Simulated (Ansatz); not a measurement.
**AlN (zincite): levels at named points**

One table from this session's results is given with a row withheld; the runs are named, their logs left out.

The COD entry's cell or inner coordinates are ideal or old and differ from later refinements, so a difference from it is no clean test against experiment.

Method: DFT PBEsol, scalar-relativistic, plane waves, PAW, in Ansatz 0.2.0.

That is the level of the relaxation; later steps name their own.

### The structure to begin with

The structure is hexagonal, space group P6_3mc (No. 186). The conventional cell has a = 3.114 Å, b = 3.114 Å, c = 4.983 Å, α = 90.00°, β = 90.00°, γ = 120.00°. Al (site symmetry 3m) is surrounded by 4 N at 1.89 to 1.90 Å. Around N (site symmetry 3m) lie 4 Al at 1.89 to 1.90 Å.

Coordinates:

```
CELL_PARAMETERS angstrom
-1.55691 -2.69664 0.00000
3.11381 0.00000 0.00000
0.00000 0.00000 4.98339
ATOMIC_POSITIONS crystal
Al 0.33333 0.66667 0.49900
Al 0.66667 0.33333 0.99900
N 0.66667 0.33333 0.38100
N 0.33333 0.66667 0.88100
```

It is the result of an earlier relaxation at this level (volume 10.46 Å³/atom; gap on the mesh: 4.09 eV).

Set-up of the first run:

The input, input.yaml:

```yaml
crystal:
  lattice:
    - [3.1138126658, 0.0, 0.0]
    - [-1.5569063329, 2.6966408712, 0.0]
    - [0.0, 0.0, 4.9833864552]
  atoms:
    - { symbol: Al, position: [0.3333333333, 0.6666666667, -0.0009968573] }
    - { symbol: Al, position: [0.6666666667, 0.3333333333, 0.4990031427] }
    - { symbol: "N", position: [0.3333333333, 0.6666666667, 0.3809968573] }
    - { symbol: "N", position: [0.6666666667, 0.3333333333, 0.8809968573] }
basis:
  ecutwfc: 250
kpoints:
  mp_grid: { grid: [6, 6, 4] }
  band_path:
    path:
      - [0.0, 0.0, 0.0]
      - [0.5, 0.0, 0.0]
      - [0.3333333333, 0.3333333333, 0.0]
      - [0.0, 0.0, 0.5]
      - [0.5, 0.0, 0.5]
      - [0.3333333333, 0.3333333333, 0.5]
    npoints: 1
hamiltonian:
  xc: pbesol
scf:
  occupations: { method: gaussian, width: 0.02 }
  n_extra_bands: 5
output:
  forces: true
  stress: true
  eigenvalues: true
```

Run with:

```bash
$ ansatz run input.yaml --threads 2 --pin off --max-ram 5120MiB --backend cpu --events-out ev --progress --plain --runs-dir out
```

Among the steps run: Levels with PBEsol, 250 eV and coarse mesh; Levels with LDA; Levels with PBE0; The run at Hartree-Fock.

One table of the session follows, with a row left open; its other results are not shown here.

| level | gap (eV) | least direct gap (eV) |
| --- | --- | --- |
| PBEsol, 250 eV and coarse mesh | ? | ? |
| LDA | 4.20 | 4.20 |
| PBE0 | 6.26 | 6.26 |
| Hartree-Fock | 13.47 | 13.47 |

**Question.** Estimate the row for PBEsol, 250 eV and coarse mesh.

The run gave: gap (eV): 3.93; least direct gap (eV): 3.93. In the column «gap (eV)» it is the lowest.

Gaps are by band count over the mesh and the named points; a gap of 0 means that the bands overlap or touch.

Limits of these values: Warnings in the runs' records: cutoff below recommended.
